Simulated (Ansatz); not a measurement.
# HfO2: the cost of one run

Program: Ansatz 0.2.0. Level of theory: DFT PBEsol, scalar-relativistic, plane waves, PAW. These are calculated values, not measurements.

3 further runs of the same task are left out: 3 set aside as unsound or not needed.

**1. Starting point**

Symmetry: Fm-3m, No. 225, cubic system. The conventional cell has a = 5.044 Å, b = 5.044 Å, c = 5.044 Å, α = 90.00°, β = 90.00°, γ = 90.00°. Hf (site symmetry m-3m) is surrounded by 8 O at 2.18 Å. O (site symmetry -43m) is surrounded by 4 Hf at 2.18 Å.

Coordinates:

```cif
data_structure
_symmetry_space_group_name_H-M 'Fm-3m'
_symmetry_Int_Tables_number 225
_cell_length_a 5.0438
_cell_length_b 5.0438
_cell_length_c 5.0438
_cell_angle_alpha 90.000
_cell_angle_beta 90.000
_cell_angle_gamma 90.000
_cell_volume 128.31
loop_
_atom_site_label
_atom_site_type_symbol
_atom_site_symmetry_multiplicity
_atom_site_Wyckoff_symbol
_atom_site_fract_x
_atom_site_fract_y
_atom_site_fract_z
_atom_site_occupancy
Hf1 Hf 4 a 0.00000 0.00000 0.00000 1
O1 O 8 c 0.25000 0.75000 0.75000 1
```

This cell was relaxed beforehand with the same method: volume 10.69 Å³/atom, gap on the mesh 3.69 eV.

**2. Relaxing at 4 GPa**

At a set pressure the run lowers the enthalpy E + PV, so the energy alone may rise along the way.

Contents of input.yaml:

```yaml
crystal:
  lattice:
    - [0.0, 2.5218796185, 2.5218796185]
    - [2.5218796185, 0.0, 2.5218796185]
    - [2.5218796185, 2.5218796185, 0.0]
  atoms:
    - { symbol: Hf, position: [0.0, 0.0, 0.0] }
    - { symbol: O, position: [0.25, 0.25, 0.25] }
    - { symbol: O, position: [0.75, 0.75, 0.75] }
basis:
  ecutwfc: 420
kpoints:
  mp_grid: { grid: [8, 8, 8] }
hamiltonian:
  xc: pbesol
scf:
  occupations: { method: fixed }
output:
  forces: true
  stress: true
  eigenvalues: true
relax:
  adjacent_minimum: "off"
  f_tol: 0.001
  max_steps: 60
  cell: { stress_tol: 0.02, p_target: 4.0 }
```

Started as:

```
$ ansatz run input.yaml --threads 1 --pin off --max-ram 3072MiB --backend cpu --events-out ev --progress --plain --runs-dir out
```

**Question.** How long does this run take on 1 thread of AMD EPYC (Zen 3), shared host, and how much memory does it need?

About 20 s, with a peak of 0.33 GiB.
